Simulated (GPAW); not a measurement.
Runs of GPAW 26.7.0 on CO2. The structure is cubic, space group Pa-3 (No. 205). Conventional cell: a = 5.620 Å, b = 5.620 Å, c = 5.620 Å, α = 90.00°, β = 90.00°, γ = 90.00°. O (site symmetry 3) is surrounded by 1 C at 1.63 Å. Around C (site symmetry -3) lie 2 O at 1.63 Å. 

| task | cell | smearing | response ecut | maxiter | response k mesh | response bands | kernels | gap on the mesh (eV) |
| --- | --- | --- | --- | --- | --- | --- | --- | --- |
| dielectric tensor | Pa-3, 14.79 Å³/atom | fermi-dirac 0.001 eV | 80 eV | 150 | 3 × 3 × 3 | 128 | ["RPA"] | 1.27 |
| dielectric tensor | Pa-3, 14.5 Å³/atom | fermi-dirac 0.001 eV | 80 eV | 150 | 3 × 3 × 3 | 128 | ["RPA"] | (b) |
| dielectric tensor | Pa-3, 15.38 Å³/atom | fermi-dirac 0.001 eV | 80 eV | 150 | 3 × 3 × 3 | 128 | ["RPA"] | 1.15 |
| dielectric tensor | Pa-3, 14.2 Å³/atom | fermi-dirac 0.001 eV | 80 eV | 150 | 3 × 3 × 3 | 128 | ["RPA"] | 1.41 |
| single point | Pa-3, 14.79 Å³/atom | fermi-dirac 0.05 eV | - | 120 | - | - | - | 1.27 |
| dielectric tensor | Pa-3, 13.9 Å³/atom | fermi-dirac 0.001 eV | 80 eV | 150 | 3 × 3 × 3 | 128 | ["RPA"] | 1.47 |
| dielectric tensor | Pa-3, 15.09 Å³/atom | fermi-dirac 0.001 eV | 80 eV | 150 | 3 × 3 × 3 | 128 | ["RPA"] | (a) |
| dielectric tensor | Pa-3, 15.68 Å³/atom | fermi-dirac 0.001 eV | 80 eV | 150 | 3 × 3 × 3 | 128 | ["RPA"] | 1.09 |

Alike in all rows: level PBE; potentials or basis GPAW PAW data sets (gpaw-data 1.2.1), pw; no spin polarisation; k mesh 3 × 3 × 3; cutoff (eV) 600.

Question: Estimate the missing entries.

Answer: (a) 1.21; (b) 1.34.

Caveats: the long-wavelength limit can be off by a per cent or two (some runs); an odd mesh through Γ misses points on the zone boundary, where band edges often lie (some runs); the cutoff is short for stress and forces, so pressures can be off by a GPa or more (some runs); a pressure of tens of GPa on the cell as given is suspect, and the run, the potentials or the cell itself is likely at fault (some runs).
